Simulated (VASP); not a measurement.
Crystal: NaI.

```
CELL_PARAMETERS angstrom
0.00000 3.23640 3.23640
3.23640 0.00000 3.23640
3.23640 3.23640 0.00000
ATOMIC_POSITIONS crystal
I 0.50000 0.50000 0.50000
Na 0.00000 0.00000 0.00000
```

* Program: VASP 6.6.1
* Task: relaxation of cell and atoms
* Functional: BLYP
* Potentials or basis: VASP PAW PBE potentials, release 64 (I, Na_pv)
* Cutoff: 600 eV
* k mesh: 7 × 7 × 7
* Occupations: fermi-dirac, width 0.05 eV
* Spin: no spin polarisation

At the start: pressure 1.4 GPa; volume 33.90 Å³/atom.

Problem. How do energy, volume and symmetry change on relaxing?

Solution. Over 3 steps the energy falls by 13.0 meV/atom and the volume is 36.98 Å³/atom (+9.1 %); space group Fm-3m (No. 225, to 0.05 Å).

The path:
```csv
step,energy change (eV),largest force (eV/Å),pressure (GPa),volume (Å³)
1,0.0000,0.0000,1.42,67.80
2,-0.0194,0.0000,0.66,70.79
3,-0.0260,0.0000,0.02,73.95
```

Final structure:
```
CELL_PARAMETERS angstrom
0.00000 3.33149 3.33149
3.33149 0.00000 3.33149
3.33149 3.33149 0.00000
ATOMIC_POSITIONS crystal
I 0.50000 0.50000 0.50000
Na 0.00000 0.00000 0.00000
```

Caveat: the PAW data sets were made with another functional, which shifts forces and pressure a little.
